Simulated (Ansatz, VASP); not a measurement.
Be in VASP and in Ansatz

Contents of INCAR:

```
  PREC = Accurate
  ENCUT = 520
  EDIFF = 1E-6
  ISMEAR = 0
  SIGMA = 0.15
  LREAL = False
  LASPH = True
  NELM = 80
  ALGO = Normal
  ISIF = 2
  LWAVE = False
  LCHARG = False
  NBANDS = 9
```

File KPOINTS:

```
Automatic mesh
0
Gamma
  30 30 18
```

The input POSCAR:

```
Be
1.0
    2.1149041440      0.0000000000      0.0000000000
   -1.0574520720      1.8315607153      0.0000000000
    0.0000000000      0.0000000000      3.6924047765
Be
2
Direct
    0.3333333333      0.6666666667      0.2500000000
    0.6666666667      0.3333333333      0.7500000000
```

Input for Ansatz:

```yaml
crystal:
  lattice:
    - [2.114904144, 0.0, 0.0]
    - [-1.057452072, 1.8315607153, 0.0]
    - [0.0, 0.0, 3.6924047765]
  atoms:
    - { symbol: Be, position: [0.3333333333, 0.6666666667, 0.25] }
    - { symbol: Be, position: [0.6666666667, 0.3333333333, 0.75] }
basis:
  ecutwfc: 420
kpoints:
  mp_grid: { grid: [30, 30, 18] }
hamiltonian:
  xc: lda
scf:
  occupations: { method: gaussian, width: 0.15 }
output:
  forces: true
  stress: true
  eigenvalues: true
```

Change from the starting cell: strain -0.050 along x and y, +0.050 along z, atoms carried along.

Alike in both runs: task single point; functional LDA; k mesh 30 × 30 × 18; occupations gaussian, width 0.15 eV; no spin polarisation.

|  | VASP | Ansatz |
| --- | --- | --- |
| version | VASP 6.6.1 | Ansatz 0.2.0 |
| potentials or method | VASP PAW LDA potentials, release 64 (Be) | scalar-relativistic, plane waves, PAW |
| plane-wave cutoff (eV) | 520 | 420 |
| valence electrons in the cell | 4 | 4 |

```tsv
	VASP	Ansatz	Ansatz less VASP
gap on the k mesh at the Fermi level (eV)	none	none	-
pressure (GPa)	9.3	8.8	-0.53
largest component of the traceless stress (GPa)	25.06	25.04	-0.021
```

A gap of «none» marks a metal or a gap that the smearing closes.
